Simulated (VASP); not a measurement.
# Te (C2/m) in VASP: notebook

One crystal, Te, is run at these levels: PBE; tasks: single point.

Program: VASP 6.6.1. These are calculated values, not measurements. Logs are shortened: lines on timing, memory, paths and dates and some standing lists are left out, and cuts for length are marked.

**1. The structure**

It takes space group C2/m (No. 12, monoclinic). The conventional cell has a = 7.641 Å, b = 4.296 Å, c = 5.977 Å, α = 90.00°, β = 90.90°, γ = 90.00°. Te (site symmetry 2/m) has 6 Te at 3.09 to 3.31 Å as nearest neighbours. Te (site symmetry m) is surrounded by 6 Te at 3.03 to 3.47 Å.

This isn't the form of Te at room conditions, which is trigonal, of chains.

**2. Single point, PBE**

Input file INCAR:

```
ADDGRID = F
ALGO = Normal
EDIFF = 1E-6
ENCUT = 280
GGA = PE
ISIF = 2
ISMEAR = 0
LASPH = T
LCHARG = F
LREAL = F
LWAVE = F
NBANDS = 16
NELM = 100
PREC = Accurate
SIGMA = 0.05
```

Input file KPOINTS:

```
k-points
0
Gamma
  4 4 3
```

Input file POSCAR:

```
Te
1.0
    3.8202894285     -2.1482026000      0.0000000000
    3.8202894285      2.1482026000      0.0000000000
   -0.0942908673      0.0000000000      5.9760906531
Te
3
Direct
    0.0000000000      0.0000000000      0.0000000000
    0.3094466100      0.3094466100      0.3388094900
    0.6905533900      0.6905533900      0.6611905100
```

Potentials or basis: VASP PAW PBE potentials, release 64 (Te).

Run with:

```console
$ cat potpaw_PBE.64/Te/POTCAR > POTCAR
$ mpirun -np 1 vasp_std > vasp.out
```

OUTCAR:

```text
EDIFF = 1E-6
   ENCUT = 280
   GGA = PE
   ISIF = 2
   ISMEAR = 0
   LASPH = T
   LREAL = F
   NELM = 100
   PREC = Accurate

 Found     17 irreducible k-points:

 Following reciprocal coordinates:
            Coordinates               Weight
  0.000000  0.000000  0.000000      1.000000
  0.250000 -0.000000  0.000000      4.000000
  0.500000 -0.000000  0.000000      2.000000
  0.250000  0.250000  0.000000      2.000000
  0.500000  0.250000  0.000000      4.000000
 -0.250000  0.250000  0.000000      2.000000
   k-points           NKPTS =     17   k-points in BZ     NKDIM =     17   number of bands    NBANDS=     16
   number of dos      NEDOS =    301   number of ions     NIONS =      3
   total plane-waves  NPLWV =  20736
   dimension x,y,z NGX =    24 NGY =   24 NGZ =   36
   dimension x,y,z NGXF=    48 NGYF=   48 NGZF=   72
   ions per type =               3
   NGX,Y,Z   is equivalent  to a cutoff of   9.10,  9.10, 10.01 a.u.
   NGXF,Y,Z  is equivalent  to a cutoff of  18.21, 18.21, 20.03 a.u.
 SYSTEM =  unknown system
   PREC   = accura    normal or accurate (medium, high low for compatibility)
   ISTART =      0    job   : 0-new  1-cont  2-samecut
   ICHARG =      2    charge: 1-file 2-atom 10-const
   ISPIN  =      1    spin polarized calculation?
   LNONCOLLINEAR =      F non collinear calculations
   LSORBIT =      F    spin-orbit coupling
   LASPH  =      T    aspherical Exc in radial PAW
   ENCUT  =  280.0 eV  20.58 Ry    4.54 a.u.   5.98  5.98  8.15*2*pi/ulx,y,z
   NELM   =    100;   NELMIN=  2; NELMDL= -5     # of ELM steps
   EDIFF  = 0.1E-05   stopping-criterion for ELM
   LREAL  =      F    real-space projection
   EDIFFG = 0.1E-04   stopping-criterion for IOM
   NSW    =      0    number of steps for IOM
   IBRION =     -1    ionic relax: 0-MD 1-quasi-New 2-CG
   NFREE  =      0    steps in history (QN), initial steepest desc. (CG)
   ISIF   =      2    stress and relaxation
   ISYM   =      2    0-nonsym 1-usesym 2-fastsym
   POTIM  = 0.5000    time-step for ionic-motion
   TEBEG  =    0.0;   TEEND  =   0.0 temperature during run
   PSTRESS=    0.0 pullay stress
   NELECT =      18.0000    total number of electrons
   NUPDOWN=      -1.0000    fix difference up-down
   EMIN   =  10.00;   EMAX   =-10.00  energy-range for DOS
   EFERMI =   0.00;   METHOD = LEGACY
   ISMEAR =     0;   SIGMA  =   0.05  broadening in eV -4-tet -1-fermi 0-gaus
   EFERMI_NEDOS =   21; number of points for ismear=-14 and -15
   IALGO  =     38    algorithm
   IMIX   =      4    mixing-type and parameters
     AMIX     =   0.40;   BMIX     =  1.00
     AMIX_MAG =   1.60;   BMIX_MAG =  1.00
  volume/ion in A,a.u.               =      32.70       220.64
  Fermi-wavevector in a.u.,A,eV,Ry     =   0.930307  1.758025 11.775440  0.865470
  Thomas-Fermi vector in A             =   2.056681
   LORBIT       =      0    0 simple, 1 ext, 2 COOP (PROOUT), +10 PAW based schemes
   GGA     = PE    functional components
   LHFCALC =     F    Hartree Fock is set to
   AEXX    =    0.0000 exact exchange contribution
   IVDW    =     0    specifies the selected vdW correction
   LEPSILON=     F    determine dielectric tensor
   LRPA    =     F    only Hartree local field effects (RPA)
 non-spin polarized calculation
 Gauss-broadening in eV      SIGMA  =   0.05
  energy-cutoff  :      280.00
  volume of cell :       98.09
 maximum number of plane-waves:      1056
   NGX = 11   NGY = 11   NGZ = 17

 number of electron      17.9999996 magnetization

 Free energy of the ion-electron system (eV)
  ---------------------------------------------------
  ext. energy  EPLUGINS =         0.00000000
  ---------------------------------------------------
  free energy    TOTEN  =        -9.24936434 eV

  energy without entropy =       -9.24808024  energy(sigma->0) =       -9.24872229

 E-fermi :   6.4893     XC(G=0):  -9.2790

 val. band max:        6.4369915173   @ k =   0.5000   0.2500   0.3333
 cond. band min:       6.5099779378   @ k =   0.5000   0.5000   0.0000
 fundamental gap:      0.0729864205
 Fermi energy:         6.4892515446

 k-point     1 :       0.0000    0.0000    0.0000
  band No.  band energies     occupation
      1      -7.2242      2.00000
      2      -4.0296      2.00000
      3      -3.8913      2.00000
      4       3.7208      2.00000
      5       3.7455      2.00000
      6       4.2230      2.00000
[... 8 lines left out ...]
     15      12.5398      0.00000
     16      12.5629      0.00000

 k-point     2 :       0.2500   -0.0000    0.0000
  band No.  band energies     occupation
      1      -6.7130      2.00000
      2      -4.1515      2.00000
      3      -3.8362      2.00000
      4       1.7170      2.00000
      5       2.4730      2.00000
      6       2.9837      2.00000
[... 8 lines left out ...]
     15      12.8023      0.00000
     16      13.7993      0.00000

 k-point     3 :       0.5000   -0.0000    0.0000
  band No.  band energies     occupation
      1      -5.4822      2.00000
      2      -5.2529      2.00000
      3      -3.6628      2.00000
      4       1.6477      2.00000
      5       1.9746      2.00000
      6       2.3361      2.00000
[... 8 lines left out ...]
     15      14.9282      0.00000
     16      15.4357      0.00000

 k-point     4 :       0.2500    0.2500    0.0000
  band No.  band energies     occupation
      1      -6.7592      2.00000
      2      -4.1618      2.00000
      3      -3.8105      2.00000
      4       1.6771      2.00000
      5       2.5788      2.00000
      6       2.9448      2.00000
[... 8 lines left out ...]
     15      12.9698      0.00000
     16      14.1912      0.00000

 k-point     5 :       0.5000    0.2500    0.0000
  band No.  band energies     occupation
      1      -5.8935      2.00000
      2      -4.4727      2.00000
      3      -4.1230      2.00000
      4       1.7182      2.00000
      5       1.8193      2.00000
      6       3.0485      2.00000
[... 8 lines left out ...]
     15      14.0236      0.00000
     16      14.8412      0.00000

 k-point     6 :      -0.2500    0.2500    0.0000
  band No.  band energies     occupation
      1      -5.7502      2.00000
      2      -4.6872      2.00000
      3      -4.0294      2.00000
      4       1.7296      2.00000
      5       1.8445      2.00000
      6       3.2039      2.00000
[... 8 lines left out ...]
     15      13.9682      0.00000
     16      14.8896      0.00000

 [... further k-points ...]

------------------------ aborting loop because EDIFF is reached ----------------------------------------

  FORCE on cell =-STRESS in cart. coord.  units (eV):
  Direction    XX          YY          ZZ          XY          YZ          ZX
  --------------------------------------------------------------------------------------
  -------------------------------------------------------------------------------------
  Total        0.5889286      0.5053127      0.3866485      0.0000000      0.0000000      0.0453422
  in kB        9.6195455      8.2537659      6.3155077      0.0000000      0.0000000      0.7406189
  external PRESSURE =       8.0629397 kB  Pullay stress =       0.0000000 kB

 VOLUME and BASIS-vectors are now :
 -----------------------------------------------------------------------------
  energy-cutoff  :      280.00
  volume of cell :       98.09
      direct lattice vectors                 reciprocal lattice vectors
     3.820289429 -2.148202600  0.000000000     0.130880136 -0.232752721  0.002065029
     3.820289429  2.148202600  0.000000000     0.130880136  0.232752721  0.002065029
    -0.094290867  0.000000000  5.976090653     0.000000000  0.000000000  0.167333472

 POSITION                                       TOTAL-FORCE (eV/Angst)
 -----------------------------------------------------------------------------------
      0.00000      0.00000      0.00000         0.000000      0.000000      0.000000
      2.33240      0.00000      2.02476         0.045041     -0.000000      0.072722
      5.21388      0.00000      3.95133        -0.045041     -0.000000     -0.072722
 -----------------------------------------------------------------------------------
    total drift:                                0.000000     -0.000000     -0.000000

  FREE ENERGIE OF THE ION-ELECTRON SYSTEM (eV)
  ---------------------------------------------------
  free  energy   TOTEN  =        -9.2493643398 eV

  energy  without entropy=       -9.2480802404  energy(sigma->0) =       -9.24872229
```

Run time: 9 s. Hardware: 1 thread of AMD EPYC 7R13 (Zen 3), shared host; peak memory 0.11 GiB.

The run converged, but some of its settings lie outside the range that counts as converged, so its numbers aren't taken as properties of the crystal.

What came out:

| Quantity | Value |
| --- | --- |
| Free energy | -9.2494 eV |
| Pressure | 0.8 GPa |
| Largest force | 0.086 eV/Å |
| Band gap on the k mesh | 0.07 eV, indirect (least direct gap 0.17 eV) |

Caveat: spin-orbit coupling is left out, which moves the levels of the heavy elements; an odd mesh through Γ misses points on the zone boundary, where band edges often lie.

**3. Single point, PBE**

INCAR is that of step 2.

KPOINTS is that of step 2.

Input file POSCAR:

```
Te
1.0
    3.8202894285     -2.1482026000      0.0000000000
    3.8202894285      2.1482026000      0.0000000000
   -0.0942908673      0.0000000000      5.9760906531
Te
3
Direct
    0.0053760000      0.0030970000      0.0153300000
    0.3128830000      0.3144850000      0.3485460000
    0.7243610000      0.6723340000      0.6509690000
```

Potentials or basis: VASP PAW PBE potentials, release 64 (Te).

Run with:

```console
$ cat potpaw_PBE.64/Te/POTCAR > POTCAR
$ mpirun -np 1 vasp_std > vasp.out
```

Run time: 13 s. Hardware: 1 thread of AMD EPYC 7R13 (Zen 3), shared host; peak memory 0.12 GiB.

These settings aren't checked as converged: the numbers below hold their error.

Results:

```yaml
Free_energy: -9.2253 eV
Pressure: 1.4 GPa
Largest_force: 0.510 eV/Å
Band_gap_on_the_k_mesh: 0.19 eV, indirect (least direct gap 0.38 eV)
```

Caveat: spin-orbit coupling is left out, which moves the levels of the heavy elements; an odd mesh through Γ misses points on the zone boundary, where band edges often lie.

**4. For comparison**

An earlier run on the cell as given: functional PBE; potentials or basis VASP PAW PBE potentials, release 64 (Te); cutoff 520 eV; k mesh 7 × 7 × 5; occupations fermi-dirac, width 0.05 eV; no spin polarisation.

* Pressure: 0.6 GPa
* Largest force: 0.110 eV/Å
* Band gap on the k mesh: 0.03 eV, indirect (least direct gap 0.20 eV)
